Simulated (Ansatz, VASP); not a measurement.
One calculation of SnO2, two programs

```xyz
6
Lattice="3.1191 0.0000 0.0000 -1.5595 2.7012 0.0000 0.0000 0.0000 10.4182" Properties=species:S:1:pos:R:3 pbc="T T T"
Sn    0.0000    0.0000    5.2091
Sn    0.0000    0.0000    0.0000
O     1.5595    0.9004    4.2283
O     1.5595    0.9004    0.9808
O     0.0000    1.8008    6.1899
O     0.0000    1.8008    9.4374
```

Measurements of this composition are mostly on another form, of space group No. 136.

Alike in both runs: task single point; functional PBEsol; k mesh 12 × 12 × 2; no spin polarisation.

|  | VASP | Ansatz |
| --- | --- | --- |
| version | VASP 6.6.1 | Ansatz 0.2.0 |
| potentials or method | VASP PAW PBE potentials, release 64 (Sn_d, O) | plane waves, PAW |
| plane-wave cutoff (eV) | 520 | 420 |
| occupations | methfessel-paxton of order 1, width 0.1 eV | cold |
| valence electrons in the cell | 52 | 52 |

```tsv
	VASP	Ansatz	Ansatz less VASP
pressure (GPa)	12.4	11.7	-0.69
largest component of the traceless stress (GPa)	4.66	4.20	-0.464
```

Ansatz warned: «structure_snapped_to_symmetry».

Caveats: the PAW data sets were made with another functional, which shifts forces and pressure a little (VASP). A k mesh can miss the band edges.
